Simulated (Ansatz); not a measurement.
# MoS2: the band gap up the ladder of functionals

One table from this session's results is given with a row withheld; the runs are named, their logs left out.

The runs shown are made with Ansatz 0.2.0. PAW datasets, plane waves. (Simulation; spin polarisation is off.)

### The system as given

The cell was relaxed beforehand with r2SCAN+rVV10.

The symmetry is R3m (No. 160, trigonal); a = 3.175 Å, c = 18.582 Å in the conventional setting, 18.03 Å³ an atom. Mo has 6 S at 2.40 Å; S has 3 Mo at 2.40 Å.

Structure file:

```cif
data_structure
_symmetry_space_group_name_H-M 'R3m:H'
_symmetry_Int_Tables_number 160
_cell_length_a 3.1752
_cell_length_b 3.1752
_cell_length_c 18.5818
_cell_angle_alpha 90.000
_cell_angle_beta 90.000
_cell_angle_gamma 120.000
_cell_volume 162.24
loop_
_atom_site_label
_atom_site_type_symbol
_atom_site_symmetry_multiplicity
_atom_site_Wyckoff_symbol
_atom_site_fract_x
_atom_site_fract_y
_atom_site_fract_z
_atom_site_occupancy
Mo1 Mo 3 a 0.00000 0.00000 0.00024 1
S1 S 3 a 0.33333 0.66667 0.24989 1
S2 S 3 a 0.66667 0.33333 0.08388 1
```

The first run:

Input file input.yaml:

```yaml
crystal:
  lattice:
    - [1.5875903891, 0.9165957385, 6.1939349653]
    - [-1.5875903891, 0.9165957385, 6.1939349653]
    - [0.0, -1.833191477, 6.1939349653]
  atoms:
    - { symbol: Mo, position: [0.999763522, 0.999763522, 0.999763522] }
    - { symbol: S, position: [0.4167796975, 0.4167796975, 0.4167796975] }
    - { symbol: S, position: [0.2494577807, 0.2494577807, 0.2494577807] }
kpoints:
  mp_grid: { grid: [10, 10, 10] }
  band_path:
    path:
      - [[0.0, 0.0, 0.0], [-0.5, -0.5, -0.5], [-0.5, -0.1812659361901, -0.8187340638099]]
      - [[-0.1812659361901, 0.1812659361901, -0.5], [3.553403085872e-17, 3.553403085872e-17, -0.5], [0.0, 0.0, 0.0], [-3.54482358729e-17, 0.340632968095, -0.340632968095]]
      - [[-0.340632968095, 3.890687960235e-19, -0.659367031905], [-0.5, 3.890687960235e-19, -0.5], [0.0, 0.0, 0.0]]
    npoints: 10
hamiltonian:
  xc: pbe
scf:
  occupations: { method: fermi_dirac, width: 0.02 }
  n_extra_bands: 4
output:
  forces: true
  stress: true
  eigenvalues: true
```

On the command line:

```console
$ ansatz run input.yaml --threads 2 --pin off --max-ram 20275MiB --backend cpu --events-out ev --progress --plain --runs-dir out
```

Among the steps run: PBE band path; r2SCAN at the same geometry; HSE06; Single point with PBE+SOC; PBE0; LDA; Quasiparticle levels, G0W0@PBE; G0W0 on PBE; DDH-PBE0 at the same geometry; HSE06+SOC at the same geometry; LC-ωPBE at the same geometry; Single point with r2SCAN0.

One table of the session follows, with a row left open; its other results are not shown here.

```
                     level  gap (eV)
                       PBE      0.95
                    r2SCAN         ?
                     HSE06      1.43
                   PBE+SOC      0.91
                      PBE0      2.08
                       LDA      0.86
G0W0@PBE (161 empty bands)      1.28
G0W0@PBE (400 empty bands)      1.32
                  DDH-PBE0      1.32
                 HSE06+SOC      1.41
                   LC-ωPBE      5.27
                   r2SCAN0      2.13
```

**Question.** Estimate the row for r2SCAN.

As computed: gap (eV): 1.03. In the column «gap (eV)» it lies between PBE (0.95) and G0W0@PBE (161 empty bands) (1.28).

Meshes: PBE 10×10×10, r2SCAN 10×10×10, HSE06 6×6×6, PBE+SOC 10×10×10, PBE0 6×6×6, LDA 10×10×10, DDH-PBE0 6×6×6, HSE06+SOC 6×6×6, LC-ωPBE 6×6×6, r2SCAN0 6×6×6.

In words: The gap runs from 0.86 eV (LDA) to 5.27 eV (LC-ωPBE). PBE reaches 72 % of the G0W0@PBE value, and r2SCAN 78 %. PBE0 lies 0.66 eV above HSE06, which differs from it by screening the long-range exchange. No extrapolation in bands, cutoff or mesh was made for G0W0.

Limits of these values: Warnings in the runs' records: stress scf threshold loose, stress exchange threshold loose.
